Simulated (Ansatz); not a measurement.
What a change of settings does: AlNi (begun as WC type, now distorted WC)

First run: DFT, PBE, PAW with Ansatz's default frozen-core files, scalar-relativistic (Ansatz 0.2.0).

Command: `ansatz run input.yaml --threads 1 --pin off --max-ram 2048MiB --backend cpu --events-out ev --progress --plain --runs-dir out` It took 5.7 s on 1 thread of Arm Neoverse V1 (shared host), peak memory 0.39 GiB.

```yaml
crystal:
  lattice:
    - [2.6252984938, 0.0, 0.0]
    - [-1.3126492469, 2.2735751882, 0.0]
    - [0.0, 0.0, 3.7118905218]
  atoms:
    - { symbol: Ni, position: [0.0, 0.0, 0.0] }
    - { symbol: Al, position: [0.3333333333, 0.6666666667, 0.5] }
kpoints:
  mp_grid: { grid: [15, 15, 13] }
scf:
  occupations: { method: fermi_dirac, width: 0.08 }
hamiltonian:
  xc: pbe
  pseudopotentials: { kind: paw, partial_waves: polarizable }
output:
  forces: true
  stress: true
  eigenvalues: true
```

The cell comes from a relaxation on PAW files under the same functional, begun from a prototype that needn't be the stable phase.

This run: volume at 0.88 of the series' base cell, partial waves polarizable.

It converges in 6 SCF iterations at a pressure of 24.1 GPa, cutoff 420 eV.

The input is then changed:

```diff
   occupations: { method: fermi_dirac, width: 0.08 }
+  convergence: { dr2_threshold: 1.0e-06 }
 hamiltonian:
   eigenvalues: true
+  write_density: true
+  write_potential: true
+  elf: true
+  volumetric_format: npy
```

Problem. What does the second run give?

Solution. It converges in 6 SCF iterations at a pressure of 24.1 GPa, cutoff 420 eV, free energy 0.0 meV/atom against the first run's. Results part of its log:
```
Warning: scf.convergence.dr2_threshold = 1e-6 eV is looser than this run's default, which is 1e-7 eV or tighter. The error in the forces grows as the threshold's square root, so leave the key out unless less accurate forces are enough
Warning: output.stress: scf.convergence.dr2_threshold = 1e-6 eV is looser than the 2e-10 eV advised for a printed stress (1e-10 eV for each atom of the cell: 2). What an SCF threshold leaves in a stress goes as its square root, and in the free energy as the threshold itself, and one threshold admits the most on a small cell: of the crystals measured, under no hybrid functional and no lock of the m
SCF 1 converged in 6 iterations: F = -6377.963225 eV  dr2 = 5.85e-10
  greatest PAW one-centre occupation: 1.001 electrons in one spin orbital (limit 2), on the Ni atom at site 0 (counted from 0), in its partial waves of l = 1
SCF converged after 6 iterations
Free energy (F): -6377.963225 eV
Harris-Foulkes:  -6377.963225 eV  (|F-HF|=6.47e-10)
Internal energy: -6377.947716 eV  (E = F + TS)
E sigma→0 (E₀):  -6377.955470 eV
Entropy (-TS):   -0.015508 eV (-7.754 meV/atom)
Fermi energy:    15.220214 eV
--- Per-component energies (eV) ---
  E_band       = -312.513437
  E_kinetic    = 313.800515
  E_local      = -4526.299405  (includes V_loc(G=0)·N_el)
  E_nonlocal   = 647.328941
  E_hartree    = 1963.905438
  E_xc         = -127.720820
  E_vxc        = -142.491429  (∫ρ·V_xc dr)
  E_paw        = -2099.349422  (= ΣΔE_a)
  E_vpaw       = -532.663967  (= ΣTr[D̂ρ^β])
  E_aug_tail   = 0.000498  (compensation charges beyond the density's cutoff)
  E_ewald      = -2549.613462
  E_smearing   = -0.015508  (= −TS)
  E_closure    = -0.000000  (closes the sum)
  Σ components = -6377.963225   (vs F -6377.963225, Δ=0.00e0)
--- Forces (eV/Å), atoms counted from 1 ---
  atom   1  Ni     0.00000000     0.00000000     0.00000000
  atom   2  Al     0.00000000    -0.00000000     0.00000000
  max |Σ_I F_I| component: 4.16e-17 eV/Å
--- Stress (GPa, compression-positive) ---
       24.085457       0.000000       0.000000
        0.000000      24.085457       0.000000
        0.000000       0.000000      23.996439
  P = ⅓ Tr σ = 24.0558 GPa (240.558 kbar)
--- Band table (eV; the first three rows and the last of 189) ---
  k-point 0: bands = ["-88.1648", "-48.7890", "-48.4177", "-48.4177", "3.4500", "10.9764", "13.1702", "13.1702", "13.3709", "13.7060", "13.7060", "18.3474", "28.8456", "28.8456", "31.4662"]
  k-point 1: bands = ["-88.1648", "-48.7891", "-48.4177", "-48.4177", "3.5142", "10.8251", "13.1707", "13.1707", "13.1820", "13.7010", "13.7010", "18.7769", "28.9084", "28.9084", "31.4750"]
  k-point 2: bands = ["-88.1648", "-48.7893", "-48.4177", "-48.4177", "3.7052", "10.3498", "12.8529", "13.1721", "13.1721", "13.6872", "13.6872", "19.8465", "29.0903", "29.0903", "31.5072"]
  k-point 188: bands = ["-88.1526", "-48.7764", "-48.4850", "-48.4841", "11.0305", "11.4228", "12.0438", "12.6267", "12.8971", "13.6566", "16.7711", "18.1553", "18.7530", "19.3789", "19.7512"]
```
